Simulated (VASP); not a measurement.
The system is RbBr.

```
Rb Br
1.0
     4.12608    0.00000    0.00000
     0.00000    4.12608    0.00000
     0.00000    0.00000    4.12608
Rb Br
1 1
Direct
  0.00000 0.00000 0.00000
  0.50000 0.50000 0.50000
```

The cell comes from a database or a generator and needn't be the stable form of this composition.

| Quantity | Value |
| --- | --- |
| Program | VASP 6.6.1 |
| Task | relaxation of cell and atoms |
| Functional | PBEsol |
| Potentials or basis | VASP PAW PBE potentials, release 64 (Rb_sv, Br) |
| Cutoff | 600 eV |
| k mesh | 6 × 6 × 6 |
| Occupations | gaussian, width 0.02 eV |
| Spin | no spin polarisation |

At the start: pressure -0.6 GPa; volume 35.12 Å³/atom.

Q: Where does the relaxation end?

A: Over 4 steps the energy falls by 2.2 meV/atom and the volume is 33.88 Å³/atom (-3.5 %); space group Pm-3m (No. 221, to 0.05 Å).

The path:
| step | energy change (eV) | largest force (eV/Å) | pressure (GPa) | volume (Å³) |
| --- | --- | --- | --- | --- |
| 1 | 0.0000 | 0.0000 | -0.56 | 70.24 |
| 2 | -0.0033 | 0.0000 | -0.29 | 69.01 |
| 3 | -0.0045 | 0.0000 | -0.02 | 67.87 |
| 4 | -0.0045 | 0.0000 | 0.00 | 67.77 |

Final structure:
```xyz
2
Lattice="4.0770 0.0000 0.0000 0.0000 4.0770 0.0000 0.0000 0.0000 4.0770" Properties=species:S:1:pos:R:3 pbc="T T T"
Rb    0.0000    0.0000    0.0000
Br    2.0385    2.0385    2.0385
```

Caveat: the PAW data sets were made with another functional, which shifts forces and pressure a little.
